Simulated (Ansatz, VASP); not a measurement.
KBr: VASP beside Ansatz

```
CELL_PARAMETERS angstrom
0.00000 3.21068 3.21068
3.21068 0.00000 3.21068
3.21068 3.21068 0.00000
ATOMIC_POSITIONS crystal
K 0.00000 0.00000 0.00000
Br 0.50000 0.50000 0.50000
```

Alike in both runs: task single point; functional PBE; k mesh 6 × 6 × 6; occupations gaussian, width 0.02 eV; no spin polarisation.

|  | VASP | Ansatz |
| --- | --- | --- |
| version | VASP 6.6.1 | Ansatz 0.2.0 |
| potentials or method | VASP PAW PBE potentials, release 64 (K_sv, Br) | scalar-relativistic, plane waves, PAW |
| plane-wave cutoff (eV) | 520 | 420 |
| valence electrons in the cell | 16 | 16 |

```csv
,VASP,Ansatz,Ansatz less VASP
gap on the k mesh at the Fermi level (eV),4.67,4.67,+0.002
least direct gap on the mesh (eV),4.67,4.67,+0.002
pressure (GPa),2.5,2.4,-0.06
```
